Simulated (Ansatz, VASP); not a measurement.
# AlN: VASP beside Ansatz

```
Al N
1.0
    -0.44091    1.83965    1.83965
     1.83965   -0.44091    1.83965
     1.83965    1.83965   -0.44091
Al N
1 1
Cartesian
  1.6192 1.6192 1.6192
  0.0000 0.0000 0.0000
```

Alike in both runs: task single point; functional PBE; k mesh 10 × 10 × 10; occupations gaussian, width 0.05 eV; no spin polarisation.

|  | VASP | Ansatz |
| --- | --- | --- |
| version | VASP 6.6.1 | Ansatz 0.2.0 |
| potentials or method | VASP PAW PBE potentials, release 64 (Al, N) | scalar-relativistic, plane waves, PAW |
| plane-wave cutoff (eV) | 520 | 420 |
| valence electrons in the cell | 8 | 8 |

|  | VASP | Ansatz | Ansatz less VASP |
| --- | --- | --- | --- |
| gap on the k mesh at the Fermi level (eV) | none | none | - |
| pressure (GPa) | 6.3 | 6.6 | +0.26 |
| largest component of the traceless stress (GPa) | 35.05 | 34.99 | -0.056 |

A gap of «none» marks a metal or a gap that the smearing closes. The functional is the same, so the differences come from potentials, cutoffs and numerics.
